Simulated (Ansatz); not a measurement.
# Cd: other elements on the same sites

The task here is to estimate one member of a computed series from the others.

Program: Ansatz 0.2.0. Level of theory: DFT PBE, scalar-relativistic, plane waves, PAW. These are calculated values, not measurements.

2 further runs of the same task are left out: 2 set aside as unsound or not needed.

## The system as given

Symmetry: P6_3/mmc, No. 194, hexagonal system. Conventional cell: a = 3.032 Å, b = 3.032 Å, c = 11.539 Å, α = 90.00°, β = 90.00°, γ = 120.00°. Cd (site symmetry -3m) is surrounded by 12 Cd at 3.03 to 3.37 Å. Cd (site symmetry -6m2) is surrounded by 12 Cd at 3.03 to 3.37 Å.

As a file:

```
Cd
1.0
     3.03202    0.00000    0.00000
    -1.51601    2.62581    0.00000
     0.00000    0.00000   11.53930
Cd
4
Direct
  0.00000 0.00000 0.00000
  0.33333 0.66667 0.25000
  0.00000 0.00000 0.50000
  0.66667 0.33333 0.75000
```

It goes back to an entry of the Materials Project, which need not be the stable form.

It is the result of an earlier relaxation at this level (volume 22.97 Å³/atom; gap on the mesh: none (metal)).

The first run:

File input.yaml:

```yaml
crystal:
  lattice:
    - [3.0606921987, 0.0, 0.0]
    - [-1.5303460994, 2.6506371973, 0.0]
    - [0.0, 0.0, 11.6484190647]
  atoms:
    - { symbol: Pb, position: [0.0, 0.0, 0.0] }
    - { symbol: Pb, position: [0.3333333333, 0.6666666667, 0.25] }
    - { symbol: Pb, position: [0.0, 0.0, 0.5] }
    - { symbol: Pb, position: [0.6666666667, 0.3333333333, 0.75] }
basis:
  ecutwfc: 420
kpoints:
  mp_grid: { grid: [6, 6, 2] }
hamiltonian:
  xc: pbe
scf:
  occupations: { method: gaussian, width: 0.1 }
output:
  forces: true
  stress: true
  eigenvalues: true
```

Run with:

```sh
$ ansatz run input.yaml --threads 1 --pin off --max-ram 2560MiB --backend cpu --events-out ev --progress --plain --runs-dir out
```

Steps of the session up to this table: A first look at the start (Pb); A loose first relaxation (Pb); Full relaxation (Pb).

One of the session's tables, all rows but one given; the rest of the session is left out.

Lengths are those of the vectors of the cell that was run:

| swap | volume (Å³/atom) | a (Å) | b (Å) | c (Å) |
| --- | --- | --- | --- | --- |
| none | 22.97 | 3.032 | 3.032 | 11.539 |
| Cd → Ag | 17.86 | 2.934 | 2.934 | 9.588 |
| Cd → Ni | 10.90 | 2.485 | 2.485 | 8.154 |
| Cd → Cu | ? | ? | ? | ? |
| Cd → Pb | 31.94 | 3.562 | 3.562 | 11.627 |

Estimate the missing values for Cd → Cu.

The run gave: volume (Å³/atom): 11.96; a (Å): 2.567; b (Å): 2.567; c (Å): 8.386. In the column «volume (Å³/atom)» it lies between Cd → Ni (10.90) and Cd → Ag (17.86).

Lengths are those of the computed cell. Rows of earlier swaps come from the sessions before.
